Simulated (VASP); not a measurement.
# Mo (Im-3m) in VASP: a series of runs, part 2 of 2

VASP 6.6.1. Earlier steps stand in the parts before.

**3. Relaxation of cell and atoms, LDA, target pressure 45 GPa, at which the enthalpy is minimised**

This run uses another cell than the first one, of 13.42 Å³/atom, 0.861 times its volume.

INCAR reads:

```
  ALGO = Normal
  EDIFF = 1E-7
  EDIFFG = -0.002
  ENCUT = 520
  GGA = CA
  IBRION = 2
  ISIF = 3
  ISMEAR = 0
  LASPH = True
  LCHARG = False
  LREAL = False
  LWAVE = False
  NELM = 100
  NSW = 80
  PREC = Accurate
  PSTRESS = 450.0
  SIGMA = 0.1
```

KPOINTS reads:

```
k-points
0
Gamma
  18 18 18
```

POSCAR reads:

```
Mo                                      
1.0
   -1.4969934772      1.4969934772      1.4969934772
    1.4969934772     -1.4969934772      1.4969934772
    1.4969934772      1.4969934772     -1.4969934772
  Mo            
     1
Direct
     0.0000000000000000    0.0000000000000000    0.0000000000000000
```

Potentials or basis: VASP PAW LDA potentials, release 64 (Mo_sv).

Command:

```
> cat potpaw_LDA.64/Mo_sv/POTCAR > POTCAR
> mpirun -np 1 vasp_std > vasp.out
```

OUTCAR:

```text
EDIFF = 1E-7
   EDIFFG = -0.002
   ENCUT = 520
   GGA = CA
   IBRION = 2
   ISIF = 3
   ISMEAR = 0
   LASPH = True
   LREAL = False
   NELM = 100
   NSW = 80
   PREC = Accurate
   PSTRESS = 450.0

 ion  position               nearest neighbor table
   1  0.000  0.000  0.000-

  LATTYP: Found a body centered cubic cell.
 ALAT       =     2.9939869544

  Lattice vectors:

 A1 = (  -1.4969934772,   1.4969934772,   1.4969934772)
 A2 = (   1.4969934772,  -1.4969934772,   1.4969934772)
 A3 = (   1.4969934772,   1.4969934772,  -1.4969934772)

Analysis of symmetry for initial positions (statically):
=====================================================================
 Subroutine PRICEL returns:
 Original cell was already a primitive cell.

 Routine SETGRP: Setting up the symmetry group for a
 body centered cubic supercell.

 Subroutine GETGRP returns: Found 48 space group operations
 (whereof 48 operations were pure point group operations)
 out of a pool of 48 trial point group operations.

The static configuration has the point symmetry O_h .

Analysis of symmetry for dynamics (positions and initial velocities):
[... 166 lines left out ...]
  -------------------------------------------------------------------------------------
  Total        3.7712444      3.7712444      3.7712444      0.0000000     -0.0000000      0.0000000
  in kB      450.2726310    450.2726310    450.2726310      0.0000000     -0.0000000      0.0000000
  external PRESSURE =       0.2726310 kB  Pullay stress =     450.0000000 kB
[... 61 lines left out ...]
--------------------------------------- Ionic step        3  -------------------------------------------

 number of electron      14.0000002 magnetization

 Free energy of the ion-electron system (eV)
  ---------------------------------------------------
  ext. energy  EPLUGINS =         0.00000000
  ---------------------------------------------------
  free energy    TOTEN  =       -11.91306010 eV

  energy without entropy =      -11.91032600  energy(sigma->0) =      -11.91169305

 E-fermi :  15.1613     XC(G=0): -14.4756

 val. band max:       15.1246556209   @ k =  -0.4444   0.5000   0.0556
 cond. band min:      15.1637159938   @ k =  -0.1667   0.2778   0.0556
 fundamental gap:      0.0390603729
 Fermi energy:        15.1612894582

 k-point     1 :       0.0000    0.0000    0.0000
  band No.  band energies     occupation
      1     -45.9448      2.00000
      2     -18.9217      2.00000
      3     -18.9217      2.00000
      4     -18.9217      2.00000
      5       7.4624      2.00000
      6      13.3848      2.00000
      7      13.3848      2.00000
      8      13.3848      2.00000
      9      16.9992      0.00000
     10      16.9992      0.00000
     11      30.0876      0.00000
[... 309 lines left out ...]
 k-point    24 :       0.3889    0.1111    0.0000
  band No.  band energies     occupation
      1     -45.4510      2.00000
      2     -21.0470      2.00000
      3     -19.6962      2.00000
      4     -19.0496      2.00000
      5       9.2955      2.00000
      6      11.0966      2.00000
      7      15.4240      0.00020
      8      16.9786      0.00000
      9      18.4707      0.00000
     10      21.7846      0.00000
     11      28.2791      0.00000

 [... further k-points ...]
[... 5 lines left out ...]
  --------------------------------------------------------------------------------------
  -------------------------------------------------------------------------------------
  Total        3.7700658      3.7700658      3.7700658      0.0000000      0.0000000      0.0000000
  in kB      450.1026709    450.1026709    450.1026709      0.0000000      0.0000000      0.0000000
  external PRESSURE =       0.1026709 kB  Pullay stress =     450.0000000 kB
[... 20 lines left out ...]
  energy  without entropy=      -11.9103260007  energy(sigma->0) =      -11.91169305

  enthalpy is  TOTEN    =        -8.1438543137 eV   P V=        3.7692057873

 reached required accuracy - stopping structural energy minimisation
```

CONTCAR:

```text
Mo
   1.00000000000000
    -1.4970258818306579    1.4970258818306579    1.4970258818306579
     1.4970258818306579   -1.4970258818306579    1.4970258818306579
     1.4970258818306579    1.4970258818306579   -1.4970258818306579
  Mo
     1
Direct
     0.0000000000000000    0.0000000000000000    0.0000000000000000

  0.00000000E+00  0.00000000E+00  0.00000000E+00
```

It took 16 s on 1 thread of Intel Xeon 6975P-C (Granite Rapids), shared host; peak memory 0.14 GiB.

What came out:

```yaml
Free_energy: -11.9131 eV
Energy_change_on_relaxing_the_enthalpy_is_what_falls: -0.2 meV/atom
Ionic_steps: 3
Pressure_after_relaxing: 45.0 GPa
Band_gap_on_the_k_mesh: none (metal or under the smearing width)
```

The path:
| step | energy change (eV) | largest force (eV/Å) | pressure (GPa) | volume (Å³) |
| --- | --- | --- | --- | --- |
| 1 | 0.0000 | 0.0000 | 45.03 | 13.42 |
| 2 | -0.0012 | 0.0000 | 44.89 | 13.42 |
| 3 | -0.0002 | 0.0000 | 45.01 | 13.42 |

Final structure:
```cif
data_structure
_symmetry_space_group_name_H-M 'P 1'
_symmetry_Int_Tables_number 1
_cell_length_a 2.5929
_cell_length_b 2.5929
_cell_length_c 2.5929
_cell_angle_alpha 109.471
_cell_angle_beta 109.471
_cell_angle_gamma 109.471
_cell_volume 13.42
loop_
_atom_site_label
_atom_site_type_symbol
_atom_site_fract_x
_atom_site_fract_y
_atom_site_fract_z
_atom_site_occupancy
Mo1 Mo 0.00000 0.00000 0.00000 1
```

Levels at points of the mesh, in eV from the Fermi level:
| k point | band 5 | band 6 | band 7 | band 8 | band 9 | band 10 |
| --- | --- | --- | --- | --- | --- | --- |
| (0.00, 0.00, 0.00) | -7.70 | -1.78 | -1.78 | -1.78 | 1.84 | 1.84 |
| (0.50, 0.00, 0.00) | -6.38 | -4.29 | 1.99 | 2.36 | 2.75 | 5.89 |
| (0.50, 0.50, 0.50) | -6.82 | -6.82 | 4.89 | 4.89 | 4.89 | 10.30 |

Caveat: the cell is relaxed towards a set pressure, so the enthalpy falls and the energy may rise.
